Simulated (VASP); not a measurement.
# Sb (R-3m) in VASP: further runs, part 2 of 2

VASP 6.6.1. The steps go on from the part before.

## Step 3: Relaxation of cell and atoms, PBE+D3(BJ)

This run uses another cell than the first one, of 29.81 Å³/atom, 0.987 times its volume.

INCAR

```
SYSTEM = Sb
PREC = Accurate
ENCUT = 200
EDIFF = 1E-7
ISMEAR = 0
SIGMA = 0.02
LREAL = .False.
LASPH = .True.
NELM = 80
ALGO = Fast
ISIF = 3
LWAVE = .False.
LCHARG = .False.
GGA = PE
IVDW = 12
IBRION = 2
NSW = 80
EDIFFG = -0.002
```

KPOINTS

```
Automatic mesh
0
Gamma
  9 9 9
  0 0 0
```

POSCAR

```
Sb                                      
1.0
    2.1621771736      1.2483335733      3.6812476177
   -2.1621771736      1.2483335733      3.6812476177
    0.0000000000     -2.4966671467      3.6812476177
  Sb            
     2
Direct
     0.2362600669221305    0.2362600669221305    0.2362600669221305
     0.7637399330778695    0.7637399330778695    0.7637399330778695
```

Potentials or basis: VASP PAW PBE potentials, release 64 (Sb).

Command:

```sh
> cat potpaw_PBE.64/Sb/POTCAR > POTCAR
> mpirun -np 1 vasp_std > vasp.out
```

OUTCAR:

```text
SYSTEM = Sb
   PREC = Accurate
   ENCUT = 200
   EDIFF = 1E-7
   ISMEAR = 0
   LREAL = .False.
   LASPH = .True.
   NELM = 80
   ISIF = 3
   GGA = PE
   IVDW = 12
   IBRION = 2
   NSW = 80
   EDIFFG = -0.002
 IVDW          = 12

 ion  position               nearest neighbor table
   1  0.236  0.236  0.236-   2 2.93   2 2.93   2 2.93   2 3.29   2 3.29   2 3.29
   2  0.764  0.764  0.764-   1 2.93   1 2.93   1 2.93   1 3.29   1 3.29   1 3.29

  LATTYP: Found a trigonal (rhomboedric) cell.
 ALAT       =     4.4480255016
 COS(alpha) =     0.5274170870

  Lattice vectors:

 A1 = (   2.1621771736,   1.2483335733,   3.6812476177)
 A2 = (  -2.1621771736,   1.2483335733,   3.6812476177)
 A3 = (   0.0000000000,  -2.4966671467,   3.6812476177)

Analysis of symmetry for initial positions (statically):
=====================================================================
 Subroutine PRICEL returns:
 Original cell was already a primitive cell.

 Routine SETGRP: Setting up the symmetry group for a
 trigonal (rhombohedral) supercell.

 Subroutine GETGRP returns: Found 12 space group operations
 (whereof 12 operations were pure point group operations)
 out of a pool of 12 trial point group operations.

The static configuration has the point symmetry D_3d.

Analysis of symmetry for dynamics (positions and initial velocities):
=====================================================================
 Subroutine PRICEL returns:
 Original cell was already a primitive cell.

 Routine SETGRP: Setting up the symmetry group for a
 trigonal (rhombohedral) supercell.

 Subroutine GETGRP returns: Found 12 space group operations
 (whereof 12 operations were pure point group operations)
 out of a pool of 12 trial point group operations.

The dynamic configuration has the point symmetry D_3d.

 Subroutine INISYM returns: Found 12 space group operations
 (whereof 12 operations are pure point group operations),
 and found     1 'primitive' translations

----------------------------------------------------------------------------------------

                                     Primitive cell

  volume of cell :      59.6167

  direct lattice vectors                    reciprocal lattice vectors
     2.162177174  1.248333573  3.681247618     0.231248394  0.133511323  0.090549012
    -2.162177174  1.248333573  3.681247618    -0.231248394  0.133511323  0.090549012
     0.000000000 -2.496667147  3.681247618     0.000000000 -0.267022646  0.090549012

  length of vectors
     4.448025502  4.448025502  4.448025502     0.281957828  0.281957828  0.281957828

  position of ions in fractional coordinates (direct lattice)
     0.236260067  0.236260067  0.236260067
     0.763739933  0.763739933  0.763739933

  ion indices of the primitive-cell ions
   primitive index   ion index
                 1           1
                 2           2

----------------------------------------------------------------------------------------

 KPOINTS: Automatic mesh

[... 28 lines left out ...]
  0.444444 -0.000000 -0.000000      6.000000
  0.111111  0.111111  0.000000      6.000000
[... 16 lines left out ...]
 -0.333333  0.333333  0.000000      6.000000
  0.444444  0.444444 -0.000000      6.000000
 [... further k-points ...]
   k-points           NKPTS =     85   k-points in BZ     NKDIM =     85   number of bands    NBANDS=      9
   number of dos      NEDOS =    301   number of ions     NIONS =      2
   total plane-waves  NPLWV =  13824
   dimension x,y,z NGX =    24 NGY =   24 NGZ =   24
   dimension x,y,z NGXF=    48 NGYF=   48 NGZF=   48
   ions per type =               2
   NGX,Y,Z   is equivalent  to a cutoff of   8.97,  8.97,  8.97 a.u.
   NGXF,Y,Z  is equivalent  to a cutoff of  17.94, 17.94, 17.94 a.u.
 SYSTEM =  Sb
   PREC   = accura    normal or accurate (medium, high low for compatibility)
   ISTART =      0    job   : 0-new  1-cont  2-samecut
   ICHARG =      2    charge: 1-file 2-atom 10-const
   ISPIN  =      1    spin polarized calculation?
   LNONCOLLINEAR =      F non collinear calculations
   LSORBIT =      F    spin-orbit coupling
   LASPH  =      T    aspherical Exc in radial PAW
   ENCUT  =  200.0 eV  14.70 Ry    3.83 a.u.   5.13  5.13  5.13*2*pi/ulx,y,z
   NELM   =     80;   NELMIN=  2; NELMDL= -5     # of ELM steps
   EDIFF  = 0.1E-06   stopping-criterion for ELM
   LREAL  =      F    real-space projection
   EDIFFG = -.2E-02   stopping-criterion for IOM
   NSW    =     80    number of steps for IOM
   IBRION =      2    ionic relax: 0-MD 1-quasi-New 2-CG
   NFREE  =      1    steps in history (QN), initial steepest desc. (CG)
   ISIF   =      3    stress and relaxation
   ISYM   =      2    0-nonsym 1-usesym 2-fastsym
   POTIM  = 0.5000    time-step for ionic-motion
   TEBEG  =    0.0;   TEEND  =   0.0 temperature during run
   PSTRESS=    0.0 pullay stress
   NELECT =      10.0000    total number of electrons
   NUPDOWN=      -1.0000    fix difference up-down
   EMIN   =  10.00;   EMAX   =-10.00  energy-range for DOS
   EFERMI =   0.00;   METHOD = LEGACY
   ISMEAR =     0;   SIGMA  =   0.02  broadening in eV -4-tet -1-fermi 0-gaus
   EFERMI_NEDOS =   21; number of points for ismear=-14 and -15
   IALGO  =     68    algorithm
   IMIX   =      4    mixing-type and parameters
     AMIX     =   0.40;   BMIX     =  1.00
     AMIX_MAG =   1.60;   BMIX_MAG =  1.00
  volume/ion in A,a.u.               =      29.81       201.16
  Fermi-wavevector in a.u.,A,eV,Ry     =   0.902857  1.706152 11.090789  0.815150
  Thomas-Fermi vector in A             =   2.026111
   LORBIT       =      0    0 simple, 1 ext, 2 COOP (PROOUT), +10 PAW based schemes
   GGA     = PE    functional components
   LHFCALC =     F    Hartree Fock is set to
   AEXX    =    0.0000 exact exchange contribution
   IVDW    =    12    specifies the selected vdW correction
   LEPSILON=     F    determine dielectric tensor
   LRPA    =     F    only Hartree local field effects (RPA)
 conjugate gradient relaxation of ions
 non-spin polarized calculation
 RMM-DIIS sequential band-by-band and
 Gauss-broadening in eV      SIGMA  =   0.02
  energy-cutoff  :      200.00
  volume of cell :       59.62
 maximum number of plane-waves:       393
 NGX is ok and might be reduce to    24
   NGX = 11   NGY = 11   NGZ = 11

 number of electron      10.0000000 magnetization

 number of electron       9.9999997 magnetization

 Free energy of the ion-electron system (eV)
  ---------------------------------------------------
  ext. energy  EPLUGINS =         0.00000000
  ---------------------------------------------------
  free energy    TOTEN  =        -8.24465910 eV

  energy without entropy =       -8.24460381  energy(sigma->0) =       -8.24463145

 E-fermi :   7.3922     XC(G=0):  -9.5984

 val. band max:        7.3661862362   @ k =   0.3333   0.1111   0.1111
 cond. band min:       7.4147894463   @ k =   0.4444  -0.0000  -0.0000
 fundamental gap:      0.0486032101
 Fermi energy:         7.3921874520

 k-point     1 :       0.0000    0.0000    0.0000
  band No.  band energies     occupation
      1      -5.3246      2.00000
      2       2.7155      2.00000
      3       5.4396      2.00000
      4       5.5892      2.00000
      5       5.5892      2.00000
      6       9.7679      0.00000
      7      10.2422      0.00000
      8      10.2423      0.00000
      9      12.3624      0.00000
[... 265 lines left out ...]
 k-point    24 :       0.4444    0.4444   -0.0000
  band No.  band energies     occupation
      1      -3.0603      2.00000
      2      -0.3736      2.00000
      3       2.0283      2.00000
      4       3.6925      2.00000
      5       3.7283      2.00000
      6       9.0750      0.00000
      7      12.3833      0.00000
      8      12.7826      0.00000
      9      14.0628      0.00000

 [... further k-points ...]

------------------------ aborting loop because EDIFF is reached ----------------------------------------

 Edisp (eV)   -0.95821

 E8    (eV) :    -0.4471

  FORCE on cell =-STRESS in cart. coord.  units (eV):
  Direction    XX          YY          ZZ          XY          YZ          ZX
  --------------------------------------------------------------------------------------
  -------------------------------------------------------------------------------------
  Total       0.00154     0.00154    -0.00292     0.00000     0.00000    -0.00000
  in kB       0.04131     0.04131    -0.07853     0.00000     0.00000    -0.00000
  external pressure =        0.00 kB  Pullay stress =        0.00 kB

 VOLUME and BASIS-vectors are now :
 -----------------------------------------------------------------------------
  energy-cutoff  :      200.00
  volume of cell :       59.62
      direct lattice vectors                 reciprocal lattice vectors
     2.162177174  1.248333573  3.681247618     0.231248394  0.133511323  0.090549012
    -2.162177174  1.248333573  3.681247618    -0.231248394  0.133511323  0.090549012
     0.000000000 -2.496667147  3.681247618     0.000000000 -0.267022646  0.090549012

 POSITION                                       TOTAL-FORCE (eV/Angst)
 -----------------------------------------------------------------------------------
      0.00000     -0.00000      2.60920         0.000000      0.000000     -0.001194
      0.00000     -0.00000      8.43455         0.000000     -0.000000      0.001194
 -----------------------------------------------------------------------------------
    total drift:                               -0.000000      0.000000     -0.000000

  FREE ENERGIE OF THE ION-ELECTRON SYSTEM (eV)
  ---------------------------------------------------
  free  energy   TOTEN  =        -9.2028707221 eV

  energy  without entropy=       -9.2028154365  energy(sigma->0) =       -9.20284308

 reached required accuracy - stopping structural energy minimisation
```

It took 5.5 s on 1 thread of Intel Xeon 6975P-C (Granite Rapids), shared host; peak memory 0.14 GiB.

What came out:

* Free energy: -9.2029 eV
* Pressure after relaxing: 0.0 GPa
* Band gap on the k mesh: 0.05 eV, indirect (least direct gap 0.44 eV)
* Dispersion energy per atom: -0.479 eV

Final structure:
```xyz
2
Lattice="2.1622 1.2483 3.6812 -2.1622 1.2483 3.6812 0.0000 -2.4967 3.6812" Properties=species:S:1:pos:R:3 pbc="T T T"
Sb    0.0000    0.0000    2.6092
Sb    0.0000    0.0000    8.4345
```

Caveat: the cutoff is under 1.25 times the usual one of these potentials, so pressure, stress and relaxed cells hold a basis-set (Pulay) error; the relaxation stopped at its first step, so nothing moved; spin-orbit coupling is left out, which moves the levels of the heavy elements; an odd mesh through Γ misses points on the zone boundary, where band edges often lie.

## Step 4: Vibrations by finite differences, PBE+D3(BJ)

This run uses another cell than the first one, of 29.81 Å³/atom, 0.987 times its volume.

INCAR

```
SYSTEM = Sb
PREC = Accurate
ENCUT = 200
EDIFF = 1E-8
ISMEAR = 0
SIGMA = 0.02
LREAL = .FALSE.
LASPH = .TRUE.
NELM = 80
ALGO = Fast
ISIF = 2
LWAVE = .FALSE.
LCHARG = .FALSE.
GGA = PE
IVDW = 12
IBRION = 6
NFREE = 2
POTIM = 0.015
NSW = 1
```

KPOINTS

```
Automatic mesh
0
G
  9 9 9
  0 0 0
```

POSCAR

```
Sb                                      
1.0
    2.1621771736      1.2483335733      3.6812476177
   -2.1621771736      1.2483335733      3.6812476177
    0.0000000000     -2.4966671467      3.6812476177
  Sb            
     2
Direct
     0.2362600669221280    0.2362600669221280    0.2362600669221280
     0.7637399330778720    0.7637399330778720    0.7637399330778720
```

Command:

```sh
> cat potpaw_PBE.64/Sb/POTCAR > POTCAR
> mpirun -np 1 vasp_std > vasp.out
```

Wall time 37 s (1 thread of Intel Xeon 6975P-C (Granite Rapids), shared host); peak memory 0.21 GiB.

Results (log left out):

```
Highest phonon frequency at Γ : 144 cm⁻¹
Dispersion energy per atom    : -0.479 eV
```

Phonon frequencies in cm⁻¹ (negative: imaginary):
```csv
q point,frequencies
"(0.000, 0.000, 0.000)",0 0 0 90 90 144
```

Caveat: the cutoff is under 1.25 times the usual one of these potentials, so pressure, stress and relaxed cells hold a basis-set (Pulay) error.
